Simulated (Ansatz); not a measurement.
# CoSi (P2_13) in Ansatz: settings compared, part 2 of 2

Ansatz 0.2.0. The steps go on from the part before.

## 10. Band structure, r2SCAN+U, collinear spin, ferromagnetic start

Contents of input.yaml:

```yaml
crystal:
  lattice:
    - [4.438, 0.0, 0.0]
    - [0.0, 4.438, 0.0]
    - [0.0, 0.0, 4.438]
  atoms:
    - { symbol: Co, position: [0.86, 0.64, 0.36], spin: 2.0 }
    - { symbol: Co, position: [0.64, 0.36, 0.86], spin: 2.0 }
    - { symbol: Co, position: [0.36, 0.86, 0.64], spin: 2.0 }
    - { symbol: Co, position: [0.14, 0.14, 0.14], spin: 2.0 }
    - { symbol: Si, position: [0.157, 0.343, 0.657] }
    - { symbol: Si, position: [0.343, 0.657, 0.157] }
    - { symbol: Si, position: [0.657, 0.157, 0.343] }
    - { symbol: Si, position: [0.843, 0.843, 0.843] }
hamiltonian:
  xc: r2scan
  pseudopotentials: { kind: paw }
  hubbard: { sites: [{ species: Co, l: d, u_eff: 5.3 }] }
magnetization:
  spin_polarized: true
kpoints:
  mp_grid: { grid: [6, 6, 6] }
  band_path:
    path:
      - [[0.0, 0.0, 0.0], [0.0, 0.5, 0.0], [0.5, 0.5, 0.0], [0.0, 0.0, 0.0], [0.5, 0.5, 0.5], [0.0, 0.5, 0.0]]
      - [[0.5, 0.5, 0.0], [0.5, 0.5, 0.5]]
    npoints: 10
scf:
  occupations: { method: fermi_dirac, width: 0.05 }
  n_extra_bands: 20
output:
  forces: true
  stress: true
  eigenvalues: true
  fatbands: false
```

Potentials or basis: Ansatz PAW.

Command:

```console
ansatz run input.yaml --threads 2 --pin off --max-ram 5120MiB --backend cpu --events-out ev --progress --plain --runs-dir out
```

Log:

```text
Warning: RAYON_NUM_THREADS=2 ignored (pool sized by the plan → 2); use --threads N
Co: projections on atomic orbitals take those of the free atom [Ne] 3s2 3p6 3d7 4s2, of charge +0.00 (hamiltonian.pseudopotentials.projection_atoms); the dataset's partial waves leave at most 1.4e-6 of an orbital's norm unspanned inside its sphere
Si: projections on atomic orbitals take those of the free atom [Ne] 3s2 3p2, of charge +0.00 (hamiltonian.pseudopotentials.projection_atoms); the dataset's partial waves leave at most 6.1e-8 of an orbital's norm unspanned inside its sphere
scf.n_extra_bands = 20 over 42 filled bands (N_el = 84.0): the run solves 62 bands
Engine: ansatz 0.2.0, aarch64-unknown-linux-gnu
Pseudopotentials: kind: paw
Pseudopotential: Co, paw, valence charge 17, recommended cutoff 500 eV (meta_gga), Co.paw.azcp
Pseudopotential: Si, paw, valence charge 4, recommended cutoff 500 eV (meta_gga), Si.paw.azcp
Functional definition: r2SCAN
  parameter k0 = 0.174
  parameter k1 = 0.065
  parameter a1 = 4.9479
  exchange = r2scan_x(k0 = k0, k1 = k1, a1 = a1)
  correlation = r2scan_c
Crystal: 8 atoms, lattice volume = 87.410 Å³
Basis set: ecut = 500 eV, 2205 PW (Γ), exchange–correlation on 144×144×144 points (64 copies of the dense FFT grid, shifted against one another)
Bands: 62, of which v1, the nominal top of the filled ones, is band 42 counted from 1 (41 counted from 0)
Symmetry: 12 space group operations
Space group: P213 (ITA 198), of the structure as read, at distance tolerance 4.4e-5 Å
Magnetic group: BNS 198.9 (UNI 1511), of the structure as read, at distance tolerance 4.4e-5 Å
k-points: 24 of 216 (time reversal used)
Non-local potential: Co, projectors of the file, l = 0: 3, l = 1: 2, l = 2: 3, l = 3: 1
Non-local potential: Si, projectors of the file, l = 0: 2, l = 1: 2, l = 2: 2
PAW form: soft (Blöchl's): semilocal exchange-correlation on the pseudo side does not see the compensation charge
PAW frozen core: Co, regenerated for the run's functional (the file was generated under x = pbe(κ = 0.804, μ = 0.2195149727645171), c = pbe(β = 0.06672455060314922))
PAW frozen core: Si, regenerated for the run's functional (the file was generated under x = pbe(κ = 0.804, μ = 0.2195149727645171), c = pbe(β = 0.06672455060314922))
PAW one-centre angular grid: Co, 590 points (default); XC on 160 Gauss nodes
PAW one-centre angular grid: Si, 302 points (default); XC on 160 Gauss nodes
Initial density: superposition of atomic densities (chi_scale 0.1, normalization cell)
Starting moments: Σ|m| = 8 μB on 4 of 8 sites
Initial wavefunctions: pseudopotential atomic-orbital guess
Functional: x = r2scan, c = r2scan; τ floored in thin density (d = 2e-4 eV/Å³)
SCF iter   1: F=—  HF=-23068.328987 eV  |F-HF|=—  |Δ(HF+E_count)|=         —  Δρ=1.06e-1 (↑3.33e-2 ↓1.06e-1)  dr2=1.24e1  dr2_τ=3.67e-1  dr2_m=2.24e0  M=3.828 μB ∫|m|=5.668 μB  β_m=0.30  ethr=3.10e-3  ⟨swp⟩=6.0  Hψ=12093  notcnv=0  defer=91
preconditioner: auto → Kerker (q_TF=auto, 2.710 Å⁻¹)  [metal: Δε(μ)=0.097 eV  Ē_g=11.683 eV  σ=0.050 eV  W_gap=0.45  n_scr=26 (ndim 8)  ℏωp=28.6 eV  f_vac=0.000  D(μ)=2.84/eV (n_scr^D=18)]
spin=Collinear: Kerker preconditioning applied to the charge; magnetization (m = ρ↑ − ρ↓) channel mixes plain (no charge-response kernel on spin).
SCF iter   2: F=—  HF=-23069.452554 eV  |F-HF|=—  |Δ(HF+E_count)|=    1.12e0  Δρ=4.65e-2 (↑3.31e-2 ↓4.65e-2)  dr2=2.41e0  dr2_τ=6.12e-2  dr2_m=8.99e-1  M=3.984 μB ∫|m|=5.977 μB  β_m=0.30  ethr=3.10e-3  ⟨swp⟩=2.8  Hψ=5024  notcnv=0  defer=564  κ⁻¹=1.0e0(r=1)
preconditioner: auto → Resta (q_TF=auto, 2.710 Å⁻¹)  ε∞=7.3  [insulator: Δε(μ)=0.145 eV  Ē_g=11.425 eV  σ=0.050 eV  W_gap=0.59  n_scr=26 (ndim 8)  ℏωp=28.6 eV  f_vac=0.000  D(μ)=0.80/eV (n_scr^D=0)  ε∞_Penn≈7.3]
[... 49 lines left out ...]
Absolute magnetization: 6.1995 μB (∫|ρ↑−ρ↓|, with the PAW one-centre terms)
Spin contamination: 0.7576 ħ² per cell (⟨S²⟩ above its minimum at these occupations)
Per-site moments (μB) at R_I (Å): [(1.2563585612273205, 0.941734167307408), (1.2563585612273207, 0.941734167307408), (1.256358561227323, 0.941734167307408), (1.2563585612273214, 0.941734167307408), (-0.08912042475226341, 0.941734167307408), (-0.08912042475226357, 0.941734167307408), (-0.08912042475226371, 0.941734167307408), (-0.08912042475226391, 0.941734167307408)]
Free energy (F): -23072.348582 eV
Harris-Foulkes:  -23072.348582 eV  (|F-HF|=5.97e-8)
Internal energy: -23072.342415 eV  (E = F + TS)
E sigma→0 (E₀):  -23072.345499 eV
Entropy (-TS):   -0.006167 eV (-0.771 meV/atom)
Fermi energy:    16.998545 eV
--- Per-component energies (eV) ---
  E_band       = -1080.773598
  E_kinetic    = 2011.160132
  E_local      = -14313.693194  (includes V_loc(G=0)·N_el)
  E_nonlocal   = 1954.858881
  E_hartree    = 6239.244159
  E_xc         = -846.516968
  E_vxc        = -1135.799283  (∫ρ·V_xc dr)
  E_hubbard    = 11.494162  (on-site DFT+U / exact-exchange correction)
  E_vhub       = -61.899288  (the Hubbard potential's part of the band-sum identity)
  E_paw        = -8198.250386  (= ΣΔE_a)
  E_vpaw       = -2082.462442  (= ΣTr[D̂ρ^β])
  E_aug_tail   = 0.000157  (compensation charges beyond the density's cutoff)
  E_vtau       = 68.577609  (kinetic-family band-sum trace: ∫τ·v_τ [+ j·A + Jᵃ·Aᵃ] dr)
  E_ewald      = -9929.152802
  E_core_change = -1.486557  (= ΣΔE_core)
  E_smearing   = -0.006167  (= −TS)
  E_closure    = 0.000000  (closes the sum)
  Σ components = -23072.348582   (vs F -23072.348582, Δ=0.00e0)
--- Forces (eV/Å), atoms counted from 1 ---
  atom   1  Co    -0.12516789     0.12516789    -0.12516789
  atom   2  Co     0.12516789    -0.12516789    -0.12516789
  atom   3  Co    -0.12516789    -0.12516789     0.12516789
  atom   4  Co     0.12516789     0.12516789     0.12516789
  atom   5  Si    -0.22926912     0.22926912    -0.22926912
  atom   6  Si     0.22926912    -0.22926912    -0.22926912
  atom   7  Si    -0.22926912    -0.22926912     0.22926912
  atom   8  Si     0.22926912     0.22926912     0.22926912
  max |Σ_I F_I| component: 1.11e-16 eV/Å
--- Stress (GPa, compression-positive) ---
        8.252938       0.000000      -0.000000
        0.000000       8.252938      -0.000000
       -0.000000      -0.000000       8.252938
  P = ⅓ Tr σ = 8.2529 GPa (82.529 kbar)
--- Band table (eV; the first three rows and the last of 48) ---
  k-point 0 ↑: bands = ["-82.2476", "-82.2368", "-82.2368", "-82.2368", "-44.4953", "-44.4953", "-44.4953", "-44.4560", "-43.9789", "-43.9789", "-43.9789", "-43.9416", "-43.9416", "-43.9280", "-43.9280", "-43.9280", "2.2352", "7.4910", "7.4910", "7.4910", "9.7745", "9.7745", "9.7745", "10.8835", "10.8835", "10.9973", "10.9973", "10.9973", "11.2095", "11.2095", "11.2095", "11.2706", "12.1547", "12.1547", "12.1547", "13.4456", "13.4456", "13.4456", "13.4792", "13.4792", "14.3709", "14.3709", "14.3709", "18.4668", "18.4668", "18.4668", "18.7108", "18.7108", "19.6996", "19.6996", "19.6996", "21.4287", "22.6988", "22.6988", "22.6988", "25.3391", "25.3391", "25.3391", "26.4200", "27.2343", "27.2343", "27.2343"]
  k-point 1 ↑: bands = ["-82.2470", "-82.2385", "-82.2366", "-82.2359", "-44.4992", "-44.4960", "-44.4888", "-44.4580", "-43.9865", "-43.9814", "-43.9686", "-43.9412", "-43.9390", "-43.9308", "-43.9300", "-43.9262", "2.4500", "6.5442", "7.5812", "8.1044", "9.4293", "9.8364", "10.0808", "10.4815", "10.5736", "10.8842", "10.9080", "11.1149", "11.2398", "11.3500", "11.5115", "11.5866", "11.9746", "12.2735", "12.3734", "13.1794", "13.2367", "13.3738", "13.4057", "13.5015", "14.2795", "14.3373", "15.4090", "17.4270", "17.4406", "17.8885", "18.3071", "19.4567", "20.0832", "20.0927", "20.6640", "21.8211", "22.0916", "23.5258", "23.9414", "24.2297", "24.2571", "25.0323", "26.0275", "27.8502", "28.6134", "28.7705"]
  k-point 2 ↑: bands = ["-82.2455", "-82.2409", "-82.2362", "-82.2357", "-44.5004", "-44.4977", "-44.4804", "-44.4635", "-43.9903", "-43.9864", "-43.9571", "-43.9405", "-43.9354", "-43.9339", "-43.9337", "-43.9264", "3.0789", "5.3028", "7.8371", "8.4334", "9.1172", "9.7091", "10.3230", "10.3883", "10.5144", "10.7795", "10.8295", "11.2004", "11.3078", "11.3511", "11.8394", "11.9164", "12.1844", "12.4061", "12.5316", "12.5972", "13.0113", "13.2001", "13.2330", "13.4946", "14.1285", "14.3716", "16.0189", "16.3830", "16.8787", "17.0629", "18.8060", "20.1393", "20.4923", "20.7332", "21.2859", "22.2624", "22.3597", "22.8136", "22.9471", "23.8844", "25.2610", "26.2408", "26.6554", "27.3545", "28.7318", "30.1640"]
  k-point 23 ↓: bands = ["-80.0941", "-80.0941", "-80.0941", "-80.0941", "-42.1652", "-42.1652", "-42.1652", "-42.1652", "-42.0225", "-42.0225", "-42.0225", "-42.0225", "-41.9670", "-41.9670", "-41.9670", "-41.9670", "6.3899", "6.3899", "6.3899", "6.3899", "9.0263", "9.0263", "9.0263", "9.0263", "12.2857", "12.2857", "12.2857", "12.2857", "13.2824", "13.2824", "13.2824", "13.2824", "13.9565", "13.9565", "13.9565", "13.9565", "16.2565", "16.2565", "16.2565", "16.2565", "19.0279", "19.0279", "19.0279", "19.0279", "22.3180", "22.3180", "22.3180", "22.3180", "22.4956", "22.4956", "22.4956", "22.4956", "24.6029", "24.6029", "24.6029", "24.6029", "26.7605", "26.7605", "26.7605", "26.7605", "26.7776", "26.7776"]
Occupation matrices written to <dir>
```

Run time: 4 min. Hardware: 2 threads of Arm Neoverse V2, shared host; peak memory 1.8 GiB.

Results:

```yaml
Free_energy: -23072.3486 eV
Pressure: 8.3 GPa
Largest_force: 0.397 eV/Å
Band_gap_on_the_k_mesh: none (metal or under the smearing width)
Net_moment: 4.00 μB per cell
Absolute_moment: 6.20 μB per cell
Site_moments: Co +1.26; Si -0.09 μB
```

Forces on the atoms (eV/Å):
```
Co  -0.125  0.125 -0.125
Co   0.125 -0.125 -0.125
Co  -0.125 -0.125  0.125
Co   0.125  0.125  0.125
Si  -0.229  0.229 -0.229
Si   0.229 -0.229 -0.229
Si  -0.229 -0.229  0.229
Si   0.229  0.229  0.229
```

Levels at the corners of the path, in eV from the Fermi level:
Spin up:
```
point  band 40  band 41  band 42  band 43  band 44  band 45  band 46  band 47  band 48  band 49
    Γ    -3.52    -2.63    -2.63    -2.63     1.47     1.47     1.47     1.71     1.71     2.70
    X    -3.74    -2.70    -2.70    -1.17    -1.17    -0.28    -0.28     3.54     3.54     3.94
    M    -3.74    -2.04    -2.04    -1.73    -1.73     0.61     0.61     1.27     1.27     4.83
    Γ    -3.52    -2.63    -2.63    -2.63     1.47     1.47     1.47     1.71     1.71     2.70
    R    -4.14    -3.29    -3.29    -3.29    -3.29     5.15     5.15     5.15     5.15     5.41
    X    -3.74    -2.70    -2.70    -1.17    -1.17    -0.28    -0.28     3.54     3.54     3.94
    M    -3.74    -2.04    -2.04    -1.73    -1.73     0.61     0.61     1.27     1.27     4.83
    R    -4.14    -3.29    -3.29    -3.29    -3.29     5.15     5.15     5.15     5.15     5.41
```
Spin down:
| point | band 38 | band 39 | band 40 | band 41 | band 42 | band 43 |
| --- | --- | --- | --- | --- | --- | --- |
| Γ | -1.29 | -1.29 | -1.29 | 1.48 | 1.48 | 1.48 |
| X | -1.89 | -1.35 | -1.35 | 1.50 | 1.50 | 1.89 |
| M | -1.61 | -1.43 | -1.43 | 1.84 | 1.84 | 2.19 |
| Γ | -1.29 | -1.29 | -1.29 | 1.48 | 1.48 | 1.48 |
| R | -0.74 | -0.74 | -0.74 | 2.03 | 2.03 | 2.03 |
| X | -1.89 | -1.35 | -1.35 | 1.50 | 1.50 | 1.89 |
| M | -1.61 | -1.43 | -1.43 | 1.84 | 1.84 | 2.19 |
| R | -0.74 | -0.74 | -0.74 | 2.03 | 2.03 | 2.03 |

Eigenvalues of the final occupation matrices:
```
  site  spin  trace               eigenvalues
site 1     1   4.64  0.90 0.91 0.91 0.96 0.96
site 1     2   3.37  0.35 0.35 0.89 0.89 0.89
site 2     1   4.64  0.90 0.91 0.91 0.96 0.96
site 2     2   3.37  0.35 0.35 0.89 0.89 0.89
site 3     1   4.64  0.90 0.91 0.91 0.96 0.96
site 3     2   3.37  0.35 0.35 0.89 0.89 0.89
site 4     1   4.64  0.90 0.91 0.91 0.96 0.96
site 4     2   3.37  0.35 0.35 0.89 0.89 0.89
```

Caveat: the magnetic or orbital state may not be the lowest; the PAW data sets come from PBE, with cores solved anew for the run's functional, which leaves a small shift of forces and pressure; the U is typed as a test and isn't derived for this compound.
